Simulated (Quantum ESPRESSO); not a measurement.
SrO:

```
CELL_PARAMETERS angstrom
0.00000 2.56630 2.56630
2.56630 0.00000 2.56630
2.56630 2.56630 0.00000
ATOMIC_POSITIONS crystal
Sr 0.50000 0.50000 0.50000
O 0.00000 0.00000 0.00000
```

| Property | Result |
| --- | --- |
| Program | Quantum ESPRESSO 7.5 |
| Task | single point |
| Functional | PBE |
| Potentials or basis | SSSP 1.3 efficiency PBE |
| Cutoff | 748 eV |
| Density cutoff | 5987 eV |
| k mesh | 9 × 9 × 9 |
| Occupations | fermi-dirac, width 0.05 eV |
| Spin | no spin polarisation |

On this cell: pressure 3.2 GPa; largest force zero by symmetry; band gap on the k mesh 3.37 eV, indirect (least direct gap 3.45 eV).

The same run follows on a disturbed copy (atoms moved at random, drawn with an rms of 0.05 Å):

```
Sr O
1.0
     0.00000    2.56630    2.56630
     2.56630    0.00000    2.56630
     2.56630    2.56630    0.00000
Sr O
1 1
Direct
  0.49804 0.49679 0.50611
  0.02237 0.99792 0.99510
```

What changes?

The energy moves by +3.4 meV/atom; pressure 3.4 GPa; largest force 0.176 eV/Å; band gap on the k mesh 3.40 eV, indirect (least direct gap 3.47 eV).

Forces in eV/Å, atoms in the order of the input:
```
Sr  -0.056  0.076  0.149
O    0.056 -0.076 -0.149
```

Stress tensor (GPa, compression positive):
```
 3.24  0.01  0.03
 0.01  3.30 -0.04
 0.03 -0.04  3.65
```

Caveats: an odd mesh through Γ misses points on the zone boundary, where band edges often lie.
